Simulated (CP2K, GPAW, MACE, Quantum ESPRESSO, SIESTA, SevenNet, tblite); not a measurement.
## tblite on graphene armchair nanoribbon, H-capped (84 atoms): settings against a plane-wave reference

How near does tblite come to plane waves for graphene armchair nanoribbon, H-capped (84 atoms)?

Calculated with tblite 0.8.0; the method is named at each step.

**1. The starting structure**

The cell holds 84 atoms: 72 C and 12 H. Cell: a = 12.783 Å, b = 25.418 Å, c = 10.000 Å, α = 90.0°, β = 90.0°, γ = 90.0°. It derives from C (graphene). Graphene (a = 2.46 Å), rectangular cell with x along the armchair direction; strip nominally 15 Å wide, 3 periods, edges capped with H, 10 Å of vacuum; minimised with a classical potential. Then every atom was moved at random, 0.02 Å r.m.s. a Cartesian component (hydrogen 0.6 of that). Regions: sheet, 72 atoms (72 C); hydrogen, 12 atoms (12 H). Vacuum lies along b and c. The structure's axis is a.

The yardstick, on the same geometry:

| Quantity | Value |
| --- | --- |
| method | Kohn-Sham DFT, PBE, SSSP efficiency 1.3.0 pseudopotentials, plane waves (Quantum ESPRESSO 7.5); sssp-pbe-1.3.0-efficiency, cutoffs 60/480 Ry, Γ point |
| r.m.s. force component | 1.395 eV/Å |
| longest force | 6.256 eV/Å |
| gap (highest filled to lowest empty level) | 0.5207 eV |
| time | 53 min on 1 thread of Arm Neoverse N1, shared host |
| CPU time | 53 min |

**2. GFN1-xTB**

Method: GFN1-xTB tight binding, diagonalisation.

File run.py:

```python
import numpy as np
from ase.io import read
from tblite.ase import TBLite

atoms = read("structure.xyz")
atoms.calc = TBLite(method="GFN1-xTB", electronic_temperature=580, accuracy=1.0, max_iterations=250, mixer_damping=0.1, verbosity=1)
energy = atoms.get_potential_energy()
forces = atoms.get_forces()
print(f"energy {energy:.6f} eV")
print("forces (eV/A)")
for i, (a, f) in enumerate(zip(atoms, forces)):
    print(f"{i:4d} {a.symbol:2s} {f[0]:10.5f} {f[1]:10.5f} {f[2]:10.5f}")
print("charges (e)")
print(np.array2string(atoms.get_charges(), precision=4, suppress_small=True, max_line_width=110, threshold=100000))
```

File structure.xyz:

```xyz
84
Lattice="12.78253 0.00000 0.00000 0.00000 25.41794 0.00000 0.00000 0.00000 10.00000" Properties=species:S:1:pos:R:3 pbc="T T T"
C 0.69000 7.27055 5.01290
C 1.45043 6.09548 4.97680
C 2.81561 6.13767 4.99960
C 3.61643 7.28809 5.00910
C 0.69269 9.68042 5.00000
C 1.40301 8.48222 5.00700
C 2.86099 8.48934 5.00100
C 3.56403 9.69364 4.99810
C 0.72694 12.08623 5.00330
C 1.42576 10.92438 5.02620
C 2.80398 10.89820 5.01220
C 3.60148 12.09564 4.99860
C 0.70994 14.50373 4.98840
C 1.42615 13.33857 5.02500
C 2.82941 13.27350 5.01920
C 3.57003 14.50780 5.00920
C 0.67032 16.93699 5.01290
C 1.42512 15.75023 4.99660
C 2.83018 15.72837 5.00300
C 3.52964 16.94741 5.00490
C 0.69895 19.30467 5.00810
C 1.39304 18.12477 5.03090
C 2.87875 18.15629 5.01470
C 3.59061 19.31636 5.04460
C 4.94313 7.28809 5.01000
C 5.74766 6.11708 5.00490
C 7.09891 6.08810 4.97980
C 7.85346 7.26165 4.99350
C 4.94121 9.71423 5.01760
C 5.67787 8.51984 4.96930
C 7.10594 8.52594 4.96580
C 7.84541 9.69720 5.02100
C 4.95873 12.07123 4.98500
C 5.71532 10.88244 4.99570
C 7.07551 10.92336 5.00950
C 7.82035 12.08140 5.02760
C 5.00756 14.54415 4.96960
C 5.65947 13.28265 5.01410
C 7.11271 13.34696 5.00410
C 7.82176 14.53245 5.00640
C 4.99912 16.92606 4.97980
C 5.67838 15.72989 5.00930
C 7.12843 15.68414 5.01690
C 7.79389 16.91869 5.03460
C 4.93291 19.28967 5.01130
C 5.67723 18.15731 5.02550
C 7.08101 18.16442 4.95220
C 7.79364 19.29755 5.01570
C 9.20969 7.29622 4.98200
C 10.01703 6.12115 5.00990
C 11.34360 6.13589 5.00400
C 12.08601 7.29469 4.98000
C 9.25979 9.71219 4.98990
C 9.94864 8.50611 4.98440
C 11.35472 8.49264 5.03510
C 12.05904 9.68296 4.99210
[... 24 atom lines left out ...]
H 9.56082 5.10189 5.00030
H 11.75469 5.13188 4.98510
H 9.63189 20.30512 5.01090
H 11.67441 20.27259 5.01320
```

The run is started by

```console
> OMP_NUM_THREADS=1 python run.py > output.txt
```

Log:

```text
------------------------------------------------------------
  cycle        total energy    energy error   density error
------------------------------------------------------------
      1     -159.1088857460  -1.6226766E+02   8.6639688E-01
      2     -159.1121728788  -3.2871328E-03   7.7964431E-01
      3     -159.0993575764   1.2815302E-02   1.6734601E-02
      4     -159.1124265046  -1.3068928E-02   7.6317104E-03
      5     -159.1133259619  -8.9945733E-04   3.3698091E-03
      6     -159.1136122901  -2.8632822E-04   6.3961723E-04
      7     -159.1136244169  -1.2126767E-05   2.1742678E-04
      8     -159.1136257365  -1.3195574E-06   9.2107990E-05
      9     -159.1136258198  -8.3302780E-08   4.0334298E-05
     10     -159.1136258276  -7.8469213E-09   2.4562220E-05
     11     -159.1136258320  -4.4232422E-09   7.3170031E-06
------------------------------------------------------------
 total:                                   1.157 sec
energy -4329.702294 eV
forces (eV/A)
   0 C     1.81362    0.24749   -0.30375
   1 C     0.49569    0.06463    0.22380
   2 C     0.15001   -1.77139   -0.03121
   3 C    -5.62789    0.29381   -0.00151
   4 C     0.20780    1.07738    0.11071
   5 C     1.32045   -0.48825   -0.01519
   6 C    -0.72656   -0.71756    0.06251
   7 C    -2.01168    0.88172    0.14902
   8 C    -1.09337    2.16211    0.21778
   9 C    -1.26344   -2.29931   -0.23077
  10 C     3.40714    0.29776   -0.05149
  11 C    -4.23460   -1.25886    0.10730
  12 C     2.45215    2.39765    0.27376
  13 C     0.27843   -2.65136   -0.19633
  14 C     1.76006    2.29193   -0.08026
  15 C    -1.22878    0.27185   -0.21955
  16 C     2.00582    0.07436    0.18560
  17 C    -0.73128   -1.70694    0.05958
  18 C     0.55083   -0.72123   -0.04311
  19 C     2.53470   -0.63132   -0.10783
  20 C    -1.05482    0.79594    0.17402
  21 C     1.77301    0.83655   -0.20522
  22 C    -2.66392   -0.75724    0.15942
  23 C    -0.66423    0.54896   -0.25153
[...]
76 H     0.16494    0.77302    0.02346
  77 H     0.60695   -0.62757   -0.04378
  78 H     0.49062   -0.07128    0.01176
  79 H    -0.50212   -0.15489    0.03760
  80 H     0.05171    0.97305    0.05849
  81 H     0.62737    0.16061    0.03990
  82 H     0.42390    0.49582    0.02705
  83 H    -0.72832    0.73538   -0.02196
charges (e)
[ 0.0057 -0.0365 -0.0357  0.0116 -0.0046 -0.0026 -0.0057  0.0012 -0.003   0.0052 -0.005   0.0019  0.0057
  0.0016 -0.0023 -0.0093  0.0056 -0.0051 -0.0006 -0.0026 -0.0352  0.0001  0.0028 -0.0322  0.0062 -0.0337
 -0.0339  0.005   0.002  -0.0047 -0.0055 -0.0041  0.006   0.0037  0.0036 -0.0033  0.0018 -0.0065 -0.0088
  0.0088 -0.0042  0.0025  0.0011 -0.0057 -0.0306  0.0053  0.0069 -0.0316  0.0032 -0.0339 -0.0314  0.0057
  0.0016 -0.0005  0.0008 -0.0009  0.0001 -0.     -0.0014  0.0036  0.0037 -0.0006 -0.0067 -0.0012 -0.0046
 -0.0011 -0.0062  0.0039 -0.0392  0.004   0.0047 -0.0395  0.0354  0.0289  0.0352  0.036   0.028   0.037
  0.0309  0.0329  0.0276  0.0328  0.0357  0.0342]
```

Wall time 2 s (1 thread of Arm Neoverse N1, shared host); peak memory 0.1 GiB.

Banners, paths, timers and routine set-up lines are dropped from the logs unmarked, and long logs keep their key lines alone; longer cuts are marked.

Numbers from this run, and their distance from the reference:

```yaml
r_m_s_force_component: 1.325 eV/Å
r_m_s_difference_of_force_components: 145.3 meV/Å
longest_difference_of_force_vectors: 494.4 meV/Å
force_difference_over_r_m_s_force: 10.42 %
slope_of_forces_against_the_reference_s: 0.9455
correlation_of_force_components: 0.9956
```

Length of the force difference by element (eV/Å):

| element | atoms | mean | most |
| --- | --- | --- | --- |
| C | 72 | 0.25 | 0.49 |
| H | 12 | 0.15 | 0.21 |

Local excerpt of 10 atoms (numbers count through the whole input) about C25, which bears the longest force; x, y, z are measured from there.

| atom | x | y | z | distance (Å) | bonds | Mulliken charge (e) | Fx | Fy | Fz (eV/Å) |
| --- | --- | --- | --- | --- | --- | --- | --- | --- | --- |
| C25 | 0.00 | 0.00 | 0.00 | 0.00 | 3 | 0.01 | 6.00 | 0.26 | -0.23 |
| C4 | -1.33 | 0.00 | 0.00 | 1.33 | 3 | 0.01 | -5.63 | 0.29 | 0.00 |
| C26 | 0.80 | -1.17 | -0.01 | 1.42 | 3 | -0.03 | -1.57 | -1.15 | -0.04 |
| C30 | 0.73 | 1.23 | -0.04 | 1.43 | 3 | 0.00 | -0.19 | -1.37 | 0.36 |
| H77 | 0.32 | -2.17 | 0.00 | 2.19 | 1 | 0.03 | 0.16 | 0.77 | 0.02 |
| C7 | -2.08 | 1.20 | -0.01 | 2.40 | 3 | -0.01 | -0.73 | -0.72 | 0.06 |
| C3 | -2.13 | -1.15 | -0.01 | 2.42 | 3 | -0.04 | 0.15 | -1.77 | -0.03 |
| C29 | 0.00 | 2.43 | 0.01 | 2.43 | 3 | 0.00 | 2.04 | -0.52 | -0.40 |
| C27 | 2.16 | -1.20 | -0.03 | 2.47 | 3 | -0.03 | -0.13 | 0.23 | 0.16 |
| C31 | 2.16 | 1.24 | -0.04 | 2.49 | 3 | -0.01 | 0.51 | -2.45 | 0.29 |

Atoms are counted from 1 here, from 0 in the log.

Forces lie 10 % from the reference's, at 6.3e-4 times its CPU time.

**3. Summary of results**

```yaml
force_difference_from_the_reference: tblite GFN1-xTB, 10 %
its_cpu_time: 2 s
```

What this shows: Tight binding differs by 10 % (tblite GFN1-xTB); it is another model, with fitted parameters of its own, and the xTB methods hold dispersion. One electronic-structure run takes under half the reference's CPU time: tblite GFN1-xTB, at 10 % in 2 s against 53 min. Periodic xTB results under one method name differ between programs and library versions. The runs have no spin polarisation, so any moments at edges, vacancies or dangling bonds can't form. The electronic-structure runs sample only Γ, in a cell whose periodic width is 13 Å.

[Also dropped from logs without a mark: logging warnings of Python, and SIESTA's first energy breakdown and zero terms.]

[Logs are printed without paths, hosts, clocks, repeated set-up lines and the standing remarks that a program may print on its own settings, such as how far it seeks lower states.]

[Hosts, paths, dates, database ids (printed as entryN), source tags and the programs' standing remarks are cut or masked in the printed files.]
